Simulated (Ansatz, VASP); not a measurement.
Zn: VASP beside Ansatz

Contents of INCAR:

```
SYSTEM = Zn
ALGO = Normal
EDIFF = 1E-7
EDIFFG = -0.01
ENCUT = 600
GGA = RP
IBRION = 2
ISIF = 3
ISMEAR = -1
LASPH = .True.
LCHARG = .False.
LREAL = .False.
LWAVE = .False.
NELM = 100
NSW = 80
PREC = Accurate
SIGMA = 0.1
```

KPOINTS

```
k-points
0
Gamma
  12 12 12
  0 0 0
```

Contents of POSCAR:

```
Zn
1.0
    2.5420818099      0.0000000000      0.0000000000
    0.0000000000      2.5420818099      0.0000000000
    0.0000000000      0.0000000000      2.5420818099
Zn
1
Direct
    0.0000000000      0.0000000000      0.0000000000
```

Input for Ansatz:

```yaml
crystal:
  lattice:
    - [2.5420818099, 0.0, 0.0]
    - [0.0, 2.5420818099, 0.0]
    - [0.0, 0.0, 2.5420818099]
  atoms:
    - { symbol: Zn, position: [0.0, 0.0, 0.0] }
hamiltonian:
  xc: rpbe
  pseudopotentials:
    kind: paw
    azcp:
      Zn: "pseudopotentials/Zn.paw.azcp"
basis:
  ecutwfc: 420
  fft_grid_basis: typed
kpoints:
  mp_grid: { grid: [12, 12, 12], shift: [0, 0, 0] }
magnetization:
  spin_polarized: false
scf:
  occupations: { method: fermi_dirac, width: 0.1 }
relax:
  max_steps: 60
  f_tol: 0.01
  cell: {}
```

The cell was built by a generator and needn't be a form met in nature.

Alike in both runs: task relaxation of cell and atoms; functional RPBE; k mesh 12 × 12 × 12; occupations fermi-dirac, width 0.1 eV; no spin polarisation.

|  | VASP | Ansatz |
| --- | --- | --- |
| version | VASP 6.6.1 | Ansatz 0.2.0 |
| potentials or method | VASP PAW PBE potentials, release 64 (Zn) | plane waves (420 eV) with PAW, scalar-relativistic |
| plane-wave cutoff (eV) | 600 | 420 |
| valence electrons in the cell | 12 | 12 |

|  | VASP | Ansatz | Ansatz less VASP |
| --- | --- | --- | --- |
| relaxed volume (Å³/atom) | 19.20 | 19.15 | -0.049 |
| relaxed cell length with the largest relative difference (Å) | 2.678 | 2.676 | -0.0023 |
| energy change over the relaxation (meV/atom) | -69 | -66 | +3.4 |

Caveats: the volume moved by over 15 % at a fixed basis, so the end points are rough (VASP); the PAW data sets were made with another functional, which shifts forces and pressure a little (VASP).
